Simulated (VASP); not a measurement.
# SrVO3 (Pm-3m) in VASP: single point with r2SCAN+U

Aim: the single point of SrVO3 with r2SCAN+U.

Program: VASP 6.6.1. These are calculated values, not measurements. Logs are shortened: lines on timing, memory, paths and dates and some standing lists are left out, and cuts for length are marked.

## (1) The structure

Symmetry: Pm-3m, No. 221, cubic system. Conventional cell: a = 3.840 Å, b = 3.840 Å, c = 3.840 Å, α = 90.00°, β = 90.00°, γ = 90.00°. Sr (site symmetry m-3m) has 12 O at 2.72 Å as nearest neighbours. V (site symmetry m-3m) is surrounded by 6 O at 1.92 Å. Around O (site symmetry 4/mmm) lie 2 V at 1.92 Å.

## (2) Single point, r2SCAN+U

POSCAR

```
SrVO3
1.0
    3.8398620000      0.0000000000      0.0000000000
    0.0000000000      3.8398620000      0.0000000000
    0.0000000000      0.0000000000      3.8398620000
Sr V O
1 1 3
Direct
    0.5000000000      0.5000000000      0.5000000000
    0.0000000000      0.0000000000      0.0000000000
    0.5000000000      0.0000000000      0.0000000000
    0.0000000000      0.5000000000      0.0000000000
    0.0000000000      0.0000000000      0.5000000000
```

INCAR.step1

```
ALGO     = Normal         # electronic algorithm
EDIFF    = 1E-4           # SCF threshold, eV
ENCUT    = 520            # plane-wave cutoff, eV
GGA      = PE             # functional
ISMEAR   = -5             # smearing method
LASPH    = True           # aspherical terms in the spheres
LCHARG   = False          # write CHGCAR
LDAU     = True           # DFT+U
LDAUJ    = 0 0.91 0     
LDAUL    = -1 2 -1        # shell
LDAUTYPE = 1            
LDAUU    = 0 2.47 0       # U, eV
LMAXMIX  = 4              # l up to which the mixer works
LREAL    = False          # projectors in reciprocal space
LWAVE    = True           # write WAVECAR
NBANDS   = 28             # bands
NELM     = 150            # most SCF steps
PREC     = Accurate       # precision mode
SIGMA    = 0.1            # smearing width, eV
```

INCAR.step2

```
ALGO     = Normal         # electronic algorithm
EDIFF    = 1E-6           # SCF threshold, eV
ENCUT    = 520            # plane-wave cutoff, eV
ISIF     = 2              # what is computed and relaxed
ISMEAR   = -1             # smearing method
ISTART   = 1            
LASPH    = True           # aspherical terms in the spheres
LCHARG   = False          # write CHGCAR
LDAU     = True           # DFT+U
LDAUJ    = 0 0.91 0     
LDAUL    = -1 2 -1        # shell
LDAUPRINT= 1            
LDAUTYPE = 1            
LDAUU    = 0 2.47 0       # U, eV
LMAXMIX  = 4              # l up to which the mixer works
LMIXTAU  = True         
LORBIT   = 11             # projections on sites
LREAL    = False          # projectors in reciprocal space
LWAVE    = False          # write WAVECAR
METAGGA  = R2SCAN         # meta-GGA
NBANDS   = 28             # bands
NELM     = 150            # most SCF steps
PREC     = Accurate       # precision mode
SIGMA    = 0.1            # smearing width, eV
```

KPOINTS

```
k-points
0
Gamma
  9 9 9
```

Potentials or basis: VASP PAW PBE potentials, release 64 (Sr_sv, V_sv, O).

Run with:

```console
cat potpaw_PBE.64/Sr_sv/POTCAR potpaw_PBE.64/V_sv/POTCAR potpaw_PBE.64/O/POTCAR > POTCAR
cp INCAR.step1 INCAR
mpirun -np 1 vasp_std > vasp.out
cp INCAR.step2 INCAR
mpirun -np 1 vasp_std > vasp.out
```

OUTCAR:

```text
EDIFF = 1E-6
   ENCUT = 520
   ISIF = 2
   ISMEAR = -1
   ISTART = 1
   LASPH = True
   LORBIT = 11
   LREAL = False
   METAGGA = R2SCAN
   NELM = 150
   PREC = Accurate

 ion  position               nearest neighbor table
   1  0.500  0.500  0.500-   3 2.72   4 2.72   5 2.72   3 2.72   4 2.72   3 2.72   5 2.72   3 2.72
                             4 2.72   5 2.72   4 2.72   5 2.72   2 3.33   2 3.33   2 3.33   2 3.33
   2  0.000  0.000  0.000-   3 1.92   4 1.92   5 1.92   5 1.92   4 1.92   3 1.92   1 3.33   1 3.33
                             1 3.33   1 3.33   1 3.33   1 3.33   1 3.33   1 3.33
   3  0.500  0.000  0.000-   2 1.92   2 1.92   1 2.72   1 2.72   1 2.72   1 2.72
   4  0.000  0.500  0.000-   2 1.92   2 1.92   1 2.72   1 2.72   1 2.72   1 2.72
   5  0.000  0.000  0.500-   2 1.92   2 1.92   1 2.72   1 2.72   1 2.72   1 2.72

  LATTYP: Found a simple cubic cell.
 ALAT       =     3.8398620000

  Lattice vectors:

 A1 = (   3.8398620000,   0.0000000000,   0.0000000000)
 A2 = (   0.0000000000,   3.8398620000,   0.0000000000)
 A3 = (   0.0000000000,   0.0000000000,   3.8398620000)

Analysis of symmetry for initial positions (statically):
=====================================================================
 Subroutine PRICEL returns:
 Original cell was already a primitive cell.

 Routine SETGRP: Setting up the symmetry group for a
 simple cubic supercell.

 Subroutine GETGRP returns: Found 48 space group operations
 (whereof 48 operations were pure point group operations)
 out of a pool of 48 trial point group operations.

The static configuration has the point symmetry O_h .

Analysis of symmetry for dynamics (positions and initial velocities):
=====================================================================
 Subroutine PRICEL returns:
 Original cell was already a primitive cell.

 Routine SETGRP: Setting up the symmetry group for a
 simple cubic supercell.

 Subroutine GETGRP returns: Found 48 space group operations
 (whereof 48 operations were pure point group operations)
 out of a pool of 48 trial point group operations.

[... 172 lines left out ...]
  o =  0.2806  v =  0.0000 -0.3878 -0.0000  0.9217 -0.0000  0.0000  0.0000  0.0000  0.0000  0.0000      0.0000  0.0000  0.0000  0.0000  0.0000  0.0000  0.0000  0.0000  0.0000  0.0000
  o =  0.2806  v =  0.0000  0.0000  0.0000  0.0000  0.0000  0.0000 -0.3878 -0.0000  0.9217 -0.0000      0.0000  0.0000  0.0000  0.0000  0.0000  0.0000  0.0000  0.0000  0.0000  0.0000
  o =  0.2806  v =  1.0000  0.0000  0.0000  0.0000  0.0000  0.0000  0.0000  0.0000  0.0000  0.0000      0.0000  0.0000  0.0000  0.0000  0.0000  0.0000  0.0000  0.0000  0.0000  0.0000
  o =  0.2806  v =  0.0000  0.0000  0.0000  0.0000  0.0000  1.0000  0.0000  0.0000  0.0000  0.0000      0.0000  0.0000  0.0000  0.0000  0.0000  0.0000  0.0000  0.0000  0.0000  0.0000
  o =  0.3019  v =  0.0000  0.0000  0.0000  0.0000  0.0000  0.0000 -0.0000  1.0000  0.0000  0.0082      0.0000  0.0000  0.0000  0.0000  0.0000  0.0000  0.0000  0.0000  0.0000  0.0000
  o =  0.3019  v =  0.0000 -0.0000  1.0000  0.0000  0.0082  0.0000  0.0000  0.0000  0.0000  0.0000      0.0000  0.0000  0.0000  0.0000  0.0000  0.0000  0.0000  0.0000  0.0000  0.0000
  o =  0.3019  v =  0.0000  0.0000  0.0000  0.0000  0.0000  0.0000  0.0000  0.0082 -0.0000 -1.0000      0.0000  0.0000  0.0000  0.0000  0.0000  0.0000  0.0000  0.0000  0.0000  0.0000
  o =  0.3019  v =  0.0000  0.0000  0.0082 -0.0000 -1.0000  0.0000  0.0000  0.0000  0.0000  0.0000      0.0000  0.0000  0.0000  0.0000  0.0000  0.0000  0.0000  0.0000  0.0000  0.0000

 number of electron      41.0000017 magnetization

 Free energy of the ion-electron system (eV)
  ---------------------------------------------------
  ext. energy  EPLUGINS =         0.00000000
  ---------------------------------------------------
  free energy    TOTEN  =       -60.76855059 eV

  energy without entropy =      -60.70414187  energy(sigma->0) =      -60.73634623

 E-fermi :   6.3840     XC(G=0): -12.2797

 val. band max:        6.3815880126   @ k =   0.3333   0.2222   0.0000
 cond. band min:       6.3951636039   @ k =   0.4444   0.2222   0.0000
 fundamental gap:      0.0135755913
 Fermi energy:         6.3840342900

 k-point     1 :       0.0000    0.0000    0.0000
  band No.  band energies     occupation
      1     -62.6079      2.00000
      2     -35.2949      2.00000
      3     -35.2949      2.00000
      4     -35.2949      2.00000
      5     -29.6180      2.00000
      6     -14.7727      2.00000
[... 733 lines left out ...]
     27      13.2189      0.00000
     28      13.6509      0.00000

 [... further k-points ...]

------------------------ aborting loop because EDIFF is reached ----------------------------------------

  FORCE on cell =-STRESS in cart. coord.  units (eV):
  Direction    XX          YY          ZZ          XY          YZ          ZX
  --------------------------------------------------------------------------------------
  -------------------------------------------------------------------------------------
  Total        0.1904580      0.1904580      0.1904580     -0.0000000     -0.0000000      0.0000000
  in kB        5.3896786      5.3896786      5.3896786     -0.0000000     -0.0000000      0.0000000
  external PRESSURE =       5.3896786 kB  Pullay stress =       0.0000000 kB

 VOLUME and BASIS-vectors are now :
 -----------------------------------------------------------------------------
  energy-cutoff  :      520.00
  volume of cell :       56.62
      direct lattice vectors                 reciprocal lattice vectors
     3.839862000  0.000000000  0.000000000     0.260426026  0.000000000  0.000000000
     0.000000000  3.839862000  0.000000000     0.000000000  0.260426026  0.000000000
     0.000000000  0.000000000  3.839862000     0.000000000  0.000000000  0.260426026

 POSITION                                       TOTAL-FORCE (eV/Angst)
 -----------------------------------------------------------------------------------
      1.91993      1.91993      1.91993         0.000000      0.000000      0.000000
      0.00000      0.00000      0.00000         0.000000      0.000000      0.000000
      1.91993      0.00000      0.00000         0.000000      0.000000      0.000000
      0.00000      1.91993      0.00000         0.000000      0.000000      0.000000
      0.00000      0.00000      1.91993         0.000000      0.000000      0.000000
 -----------------------------------------------------------------------------------
    total drift:                                0.000000     -0.000000      0.000000

  FREE ENERGIE OF THE ION-ELECTRON SYSTEM (eV)
  ---------------------------------------------------
  free  energy   TOTEN  =       -60.7685505879 eV

  energy  without entropy=      -60.7041418680  energy(sigma->0) =      -60.73634623

 total charge

# of ion       s       p       d       tot
------------------------------------------
    1        1.999   5.892   0.203   8.094
    2        2.280   6.348   2.854  11.482
    3        1.569   3.518   0.000   5.087
    4        1.569   3.518   0.000   5.087
    5        1.569   3.518   0.000   5.087
--------------------------------------------------
tot          8.985  22.794   3.057  34.836
```

OUTCAR.step1:

```text
EDIFF = 1E-4
   ENCUT = 520
   GGA = PE
   ISMEAR = -5
   LASPH = True
   LREAL = False
[... 985 lines left out ...]
      1.91993      0.00000      0.00000         0.000000      0.000000      0.000000
      0.00000      1.91993      0.00000         0.000000      0.000000      0.000000
      0.00000      0.00000      1.91993         0.000000      0.000000      0.000000
 -----------------------------------------------------------------------------------
    total drift:                                0.000000     -0.000000      0.000000

  FREE ENERGIE OF THE ION-ELECTRON SYSTEM (eV)
  ---------------------------------------------------
  free  energy   TOTEN  =       -37.6338647978 eV

  energy  without entropy=      -37.6338647978  energy(sigma->0) =      -37.63386480
```

OSZICAR.step1:

```text
N       E                     dE             d eps       ncg     rms          rms(c)
DAV:   1     0.402546959255E+03    0.40255E+03   -0.21892E+04  1960   0.151E+03
DAV:   2    -0.204262131374E+02   -0.42297E+03   -0.40943E+03  2280   0.430E+02
DAV:   3    -0.475066597394E+02   -0.27080E+02   -0.26896E+02  2368   0.112E+02
DAV:   4    -0.484608616073E+02   -0.95420E+00   -0.95170E+00  3232   0.149E+01
DAV:   5    -0.484745637799E+02   -0.13702E-01   -0.13687E-01  2452   0.139E+00    0.387E+01
DAV:   6    -0.390451745496E+02    0.94294E+01   -0.72137E+01  2336   0.647E+01    0.174E+01
DAV:   7    -0.382543788173E+02    0.79080E+00   -0.21795E+01  2192   0.432E+01    0.173E+01
DAV:   8    -0.376539745705E+02    0.60040E+00   -0.18763E+00  2332   0.123E+01    0.614E+00
DAV:   9    -0.376710532203E+02   -0.17079E-01   -0.42305E-01  2616   0.536E+00    0.215E+00
DAV:  10    -0.376347076075E+02    0.36346E-01   -0.19975E-01  2112   0.448E+00    0.553E-01
DAV:  11    -0.376377330405E+02   -0.30254E-02   -0.29731E-02  2332   0.155E+00    0.723E-01
DAV:  12    -0.376337962667E+02    0.39368E-02   -0.12408E-02  2300   0.108E+00    0.405E-02
DAV:  13    -0.376338647978E+02   -0.68531E-04   -0.78556E-04  2100   0.161E-01
   1 F= -.37633865E+02 E0= -.37633865E+02  d E =0.000000E+00
```

It took 2.5 min on 1 thread of Intel Xeon Platinum 8488C (Sapphire Rapids), shared host; peak memory 0.2 GiB.

Results:

* Free energy: -60.7686 eV
* Pressure: 0.5 GPa
* Band gap on the k mesh: none (metal or under the smearing width)
* Valence electrons inside the program's atomic spheres: Sr 8.09; V 11.48; O 5.09

Levels at points of the mesh, in eV from the Fermi level:
```
           k point  band 18  band 19  band 20  band 21  band 22  band 23
(0.00, 0.00, 0.00)    -2.81    -2.81    -2.81    -0.93    -0.93    -0.93
```

Eigenvalues of the final occupation matrices:
```
    site  spin  trace               eigenvalues
site 2 d     1   1.45  0.28 0.28 0.28 0.30 0.30
site 2 d     2   1.45  0.28 0.28 0.28 0.30 0.30
```

Caveat: the PAW data sets were made with another functional, which shifts forces and pressure a little; an odd number of electrons without spin polarisation forces a metal; a magnetic or distorted state may lie lower; the run has no spin polarisation, though such a crystal can be magnetic; U without spin polarisation on a metal has little footing.
